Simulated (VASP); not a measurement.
# CaF2 (Fluorite) (Fm-3m) in VASP: a series of runs, part 2 of 2

VASP 6.6.1.

## 3. Single point, PBE

File INCAR:

```
SYSTEM = CaF2
PREC = Accurate
ENCUT = 520
EDIFF = 1E-6
ISMEAR = 0
SIGMA = 0.02
LREAL = .False.
LASPH = .True.
NELM = 100
ALGO = Normal
ISIF = 2
LWAVE = .False.
LCHARG = .False.
GGA = PE
NBANDS = 19
```

File KPOINTS:

```
Automatic mesh
0
Gamma
  8 8 8
  0 0 0
```

File POSCAR:

```
CaF2
1.0
    0.0000000000      2.7552132234      2.7552132234
    2.7552132234      0.0000000000      2.7552132234
    2.7552132234      2.7552132234      0.0000000000
Ca F
1 2
Direct
    0.0000000000      0.0000000000      0.0000000000
    0.2500000000      0.2500000000      0.2500000000
    0.7500000000      0.7500000000      0.7500000000
```

Potentials or basis: VASP PAW PBE potentials, release 64 (Ca_sv, F).

On the command line:

```
$ cat potpaw_PBE.64/Ca_sv/POTCAR potpaw_PBE.64/F/POTCAR > POTCAR
$ mpirun -np 1 vasp_std > vasp.out
```

OUTCAR:

```text
SYSTEM = CaF2
   PREC = Accurate
   ENCUT = 520
   EDIFF = 1E-6
   ISMEAR = 0
   LREAL = .False.
   LASPH = .True.
   NELM = 100
   ISIF = 2
   GGA = PE

 ion  position               nearest neighbor table
   1  0.000  0.000  0.000-   3 2.39   3 2.39   3 2.39   2 2.39   3 2.39   2 2.39   2 2.39   2 2.39

   2  0.250  0.250  0.250-   1 2.39   1 2.39   1 2.39   1 2.39
   3  0.750  0.750  0.750-   1 2.39   1 2.39   1 2.39   1 2.39

  LATTYP: Found a face centered cubic cell.
 ALAT       =     5.5104264468

  Lattice vectors:

 A1 = (   0.0000000000,   2.7552132234,   2.7552132234)
 A2 = (   2.7552132234,   0.0000000000,   2.7552132234)
 A3 = (   2.7552132234,   2.7552132234,   0.0000000000)

Analysis of symmetry for initial positions (statically):
=====================================================================
 Subroutine PRICEL returns:
 Original cell was already a primitive cell.

 Routine SETGRP: Setting up the symmetry group for a
 face centered cubic supercell.

 Subroutine GETGRP returns: Found 48 space group operations
 (whereof 48 operations were pure point group operations)
 out of a pool of 48 trial point group operations.

The static configuration has the point symmetry O_h .

Analysis of symmetry for dynamics (positions and initial velocities):
=====================================================================
 Subroutine PRICEL returns:
 Original cell was already a primitive cell.

 Routine SETGRP: Setting up the symmetry group for a
 face centered cubic supercell.

 Subroutine GETGRP returns: Found 48 space group operations
 (whereof 48 operations were pure point group operations)
 out of a pool of 48 trial point group operations.

The dynamic configuration has the point symmetry O_h .

 Subroutine INISYM returns: Found 48 space group operations
 (whereof 48 operations are pure point group operations),
 and found     1 'primitive' translations

----------------------------------------------------------------------------------------

                                     Primitive cell

  volume of cell :      41.8307

  direct lattice vectors                    reciprocal lattice vectors
     0.000000000  2.755213223  2.755213223    -0.181474158  0.181474158  0.181474158
     2.755213223  0.000000000  2.755213223     0.181474158 -0.181474158  0.181474158
     2.755213223  2.755213223  0.000000000     0.181474158  0.181474158 -0.181474158

  length of vectors
     3.896459908  3.896459908  3.896459908     0.314322462  0.314322462  0.314322462

  position of ions in fractional coordinates (direct lattice)
     0.000000000  0.000000000  0.000000000
     0.250000000  0.250000000  0.250000000
     0.750000000  0.750000000  0.750000000

  ion indices of the primitive-cell ions
   primitive index   ion index
                 1           1
                 2           2
                 3           3

----------------------------------------------------------------------------------------

 KPOINTS: Automatic mesh

Automatic generation of k-mesh.
 Grid dimensions read from file:
 generate k-points for:    8    8    8

 Generating k-lattice:

  Cartesian coordinates                     Fractional coordinates (reciprocal lattice)
    -0.022684270  0.022684270  0.022684270     0.125000000  0.000000000  0.000000000
     0.022684270 -0.022684270  0.022684270     0.000000000  0.125000000  0.000000000
     0.022684270  0.022684270 -0.022684270     0.000000000  0.000000000  0.125000000

  Length of vectors
     0.039290308  0.039290308  0.039290308

  Shift w.r.t. Gamma in fractional coordinates (k-lattice)
     0.000000000  0.000000000  0.000000000

 Subroutine IBZKPT returns following result:
 ===========================================

 Found     29 irreducible k-points:

 Following reciprocal coordinates:
            Coordinates               Weight
  0.000000  0.000000  0.000000      1.000000
  0.125000  0.000000  0.000000      8.000000
  0.250000  0.000000  0.000000      8.000000
  0.375000  0.000000  0.000000      8.000000
  0.500000  0.000000  0.000000      4.000000
  0.125000  0.125000  0.000000      6.000000
[... 16 lines left out ...]
  0.500000  0.250000  0.125000     48.000000
 -0.375000  0.250000  0.125000     24.000000
 [... further k-points ...]
   k-points           NKPTS =     29   k-points in BZ     NKDIM =     29   number of bands    NBANDS=     19
   number of dos      NEDOS =    301   number of ions     NIONS =      3
   total plane-waves  NPLWV =  27000
   dimension x,y,z NGX =    30 NGY =   30 NGZ =   30
   dimension x,y,z NGXF=    60 NGYF=   60 NGZF=   60
   ions per type =               1   2
   NGX,Y,Z   is equivalent  to a cutoff of  12.80, 12.80, 12.80 a.u.
   NGXF,Y,Z  is equivalent  to a cutoff of  25.60, 25.60, 25.60 a.u.
 SYSTEM =  CaF2
   PREC   = accura    normal or accurate (medium, high low for compatibility)
   ISTART =      0    job   : 0-new  1-cont  2-samecut
   ICHARG =      2    charge: 1-file 2-atom 10-const
   ISPIN  =      1    spin polarized calculation?
   LNONCOLLINEAR =      F non collinear calculations
   LSORBIT =      F    spin-orbit coupling
   LASPH  =      T    aspherical Exc in radial PAW
   ENCUT  =  520.0 eV  38.22 Ry    6.18 a.u.   7.24  7.24  7.24*2*pi/ulx,y,z
   NELM   =    100;   NELMIN=  2; NELMDL= -5     # of ELM steps
   EDIFF  = 0.1E-05   stopping-criterion for ELM
   LREAL  =      F    real-space projection
   EDIFFG = 0.1E-04   stopping-criterion for IOM
   NSW    =      0    number of steps for IOM
   IBRION =     -1    ionic relax: 0-MD 1-quasi-New 2-CG
   NFREE  =      0    steps in history (QN), initial steepest desc. (CG)
   ISIF   =      2    stress and relaxation
   ISYM   =      2    0-nonsym 1-usesym 2-fastsym
   POTIM  = 0.5000    time-step for ionic-motion
   TEBEG  =    0.0;   TEEND  =   0.0 temperature during run
   PSTRESS=    0.0 pullay stress
   NELECT =      24.0000    total number of electrons
   NUPDOWN=      -1.0000    fix difference up-down
   EMIN   =  10.00;   EMAX   =-10.00  energy-range for DOS
   EFERMI =   0.00;   METHOD = LEGACY
   ISMEAR =     0;   SIGMA  =   0.02  broadening in eV -4-tet -1-fermi 0-gaus
   EFERMI_NEDOS =   21; number of points for ismear=-14 and -15
   IALGO  =     38    algorithm
   IMIX   =      4    mixing-type and parameters
     AMIX     =   0.40;   BMIX     =  1.00
     AMIX_MAG =   1.60;   BMIX_MAG =  1.00
  volume/ion in A,a.u.               =      13.94        94.10
  Fermi-wavevector in a.u.,A,eV,Ry     =   1.360338  2.570665 25.177831  1.850518
  Thomas-Fermi vector in A             =   2.487008
   LORBIT       =      0    0 simple, 1 ext, 2 COOP (PROOUT), +10 PAW based schemes
   GGA     = PE    functional components
   LHFCALC =     F    Hartree Fock is set to
   AEXX    =    0.0000 exact exchange contribution
   IVDW    =     0    specifies the selected vdW correction
   LEPSILON=     F    determine dielectric tensor
   LRPA    =     F    only Hartree local field effects (RPA)
 non-spin polarized calculation
 Gauss-broadening in eV      SIGMA  =   0.02
  energy-cutoff  :      520.00
  volume of cell :       41.83
 maximum number of plane-waves:      1158
 NGX is ok and might be reduce to    30
   NGX = 15   NGY = 15   NGZ = 15

 number of electron      23.9999996 magnetization

 Free energy of the ion-electron system (eV)
  ---------------------------------------------------
  ext. energy  EPLUGINS =         0.00000000
  ---------------------------------------------------
  free energy    TOTEN  =       -17.34028591 eV

  energy without entropy =      -17.34028591  energy(sigma->0) =      -17.34028591

 E-fermi :  -0.8852     XC(G=0):  -9.5009

 val. band max:       -1.1078847687   @ k =   0.5000   0.5000   0.0000
 cond. band min:       6.0144903548   @ k =   0.0000   0.0000   0.0000
 fundamental gap:      7.1223751234
 Fermi energy:        -0.8852302694

 k-point     1 :       0.0000    0.0000    0.0000
  band No.  band energies     occupation
      1     -37.2626      2.00000
      2     -20.9789      2.00000
      3     -20.2462      2.00000
      4     -18.2014      2.00000
      5     -18.2014      2.00000
      6     -18.2014      2.00000
[... 11 lines left out ...]
     18       9.9107      0.00000
     19      15.6179      0.00000
[... 489 lines left out ...]
      3     -20.8128      2.00000
      4     -18.2605      2.00000
      5     -18.0501      2.00000
      6     -17.8107      2.00000
[... 11 lines left out ...]
     18      11.2223      0.00000
     19      12.7691      0.00000

 [... further k-points ...]

------------------------ aborting loop because EDIFF is reached ----------------------------------------

  FORCE on cell =-STRESS in cart. coord.  units (eV):
  Direction    XX          YY          ZZ          XY          YZ          ZX
  --------------------------------------------------------------------------------------
  -------------------------------------------------------------------------------------
  Total        0.0838271      0.0838271      0.0838271      0.0000000      0.0000000     -0.0000000
  in kB        3.2106976      3.2106976      3.2106976      0.0000000      0.0000000     -0.0000000
  external PRESSURE =       3.2106976 kB  Pullay stress =       0.0000000 kB

 VOLUME and BASIS-vectors are now :
 -----------------------------------------------------------------------------
  energy-cutoff  :      520.00
  volume of cell :       41.83
      direct lattice vectors                 reciprocal lattice vectors
     0.000000000  2.755213223  2.755213223    -0.181474158  0.181474158  0.181474158
     2.755213223  0.000000000  2.755213223     0.181474158 -0.181474158  0.181474158
     2.755213223  2.755213223  0.000000000     0.181474158  0.181474158 -0.181474158

 POSITION                                       TOTAL-FORCE (eV/Angst)
 -----------------------------------------------------------------------------------
      0.00000      0.00000      0.00000        -0.000000     -0.000000     -0.000000
      1.37761      1.37761      1.37761        -0.000000     -0.000000     -0.000000
      4.13282      4.13282      4.13282         0.000000      0.000000      0.000000
 -----------------------------------------------------------------------------------
    total drift:                                0.000000     -0.000000      0.000000

  FREE ENERGIE OF THE ION-ELECTRON SYSTEM (eV)
  ---------------------------------------------------
  free  energy   TOTEN  =       -17.3402859122 eV

  energy  without entropy=      -17.3402859122  energy(sigma->0) =      -17.34028591
```

Wall time 32 s (1 thread of Intel Xeon Platinum 8488C (Sapphire Rapids), shared host); peak memory 0.17 GiB.

What came out:

- Free energy: -17.3403 eV
- Pressure: 0.3 GPa
- Band gap on the k mesh: 7.12 eV, indirect (least direct gap 7.37 eV)

A k mesh can miss the band edges. Expect the measured gap to be larger: semilocal functionals such as PBE lack the derivative discontinuity.

## 4. Relaxation of cell and atoms, PBE

This run uses another cell than the first one, of 13.58 Å³/atom, 0.974 times its volume.

File INCAR:

```
  PREC = Accurate
  ENCUT = 600
  EDIFF = 1E-7
  ISMEAR = 0
  SIGMA = 0.02
  LREAL = False
  LASPH = True
  NELM = 100
  ALGO = Normal
  ISIF = 3
  LWAVE = False
  LCHARG = False
  GGA = PE
  IBRION = 2
  NSW = 100
  EDIFFG = -0.005
```

File KPOINTS:

```
regular mesh
0
Gamma
  8 8 8
```

File POSCAR:

```
CaF2
1.0
    0.0000000000      2.7310000000      2.7310000000
    2.7310000000      0.0000000000      2.7310000000
    2.7310000000      2.7310000000      0.0000000000
Ca F
1 2
Direct
    0.0000000000      0.0000000000      0.0000000000
    0.2500000000      0.2500000000      0.2500000000
    0.7500000000      0.7500000000      0.7500000000
```

On the command line:

```
$ cat potpaw_PBE.64/Ca_sv/POTCAR potpaw_PBE.64/F/POTCAR > POTCAR
$ mpirun -np 1 vasp_std > vasp.out
```

Wall time 62 s (1 thread of Intel Xeon Platinum 8488C (Sapphire Rapids), shared host); peak memory 0.19 GiB.

It converged, with:

```
Free energy                            : -17.3418 eV
Relaxed volume                         : 13.98 Å³/atom
Relaxed cell                           : a = 3.899 Å, b = 3.899 Å, c = 3.899 Å, α = 60.00°, β = 60.00°, γ = 60.00°
Space group after relaxing (to 0.05 Å) : Fm-3m (No. 225)
Energy gained by relaxing              : 2.8 meV/atom
Ionic steps                            : 2
Pressure after relaxing                : 0.0 GPa
Band gap on the k mesh                 : 7.11 eV, indirect (least direct gap 7.36 eV)
```

The path:
| step | energy change (eV) | largest force (eV/Å) | pressure (GPa) | volume (Å³) |
| --- | --- | --- | --- | --- |
| 1 | 0.0000 | 0.0000 | 2.36 | 40.74 |
| 2 | -0.0084 | 0.0000 | -0.02 | 41.93 |

Final structure:
```
Ca F
1.0
     0.00000    2.75730    2.75730
     2.75730    0.00000    2.75730
     2.75730    2.75730    0.00000
Ca F
1 2
Direct
  0.00000 0.00000 0.00000
  0.25000 0.25000 0.25000
  0.75000 0.75000 0.75000
```

Levels at points of the mesh, in eV from the valence-band top:
```
           k point  band 9  band 10  band 11  band 12  band 13  band 14  band 15  band 16
(0.00, 0.00, 0.00)   -2.02    -0.25    -0.25    -0.25     7.11     9.05     9.05    11.00
(0.50, 0.00, 0.00)   -1.26    -1.20    -0.82    -0.82     9.25     9.25     9.56    10.59
(0.50, 0.50, 0.00)   -1.60    -0.35    -0.35     0.00     8.03     9.35     9.93    10.67
```
